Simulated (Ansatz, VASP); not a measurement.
## Sn: VASP beside Ansatz

```
CELL_PARAMETERS angstrom
0.00000 3.07570 3.07570
3.07570 0.00000 3.07570
3.07570 3.07570 0.00000
ATOMIC_POSITIONS crystal
Sn 0.50000 0.50000 0.50000
Sn 0.75000 0.75000 0.75000
```

Alike in both runs: functional PBE; k mesh 12 × 12 × 12; occupations fermi-dirac, width 0.15 eV; no spin polarisation.

Ansatz relaxed the structure, and its values are those at the end. VASP's run is a single point on that final structure, the one shown.

```csv
,VASP,Ansatz
version,VASP 6.6.1,Ansatz 0.2.0
potentials or method,"VASP PAW PBE potentials, release 64 (Sn_d)","scalar-relativistic, plane waves, PAW"
plane-wave cutoff (eV),520,420
valence electrons in the cell,28,28
```

```tsv
	VASP	Ansatz	Ansatz less VASP
gap on the k mesh at the Fermi level (eV)	0.26	0.26	+0.001
least direct gap on the mesh (eV)	0.44	0.44	+0.001
pressure (GPa)	14.9	15.0	+0.07
```

The functional is the same, so the differences come from potentials, cutoffs and numerics.

Caveats: spin-orbit coupling is left out, which moves the levels of the heavy elements.
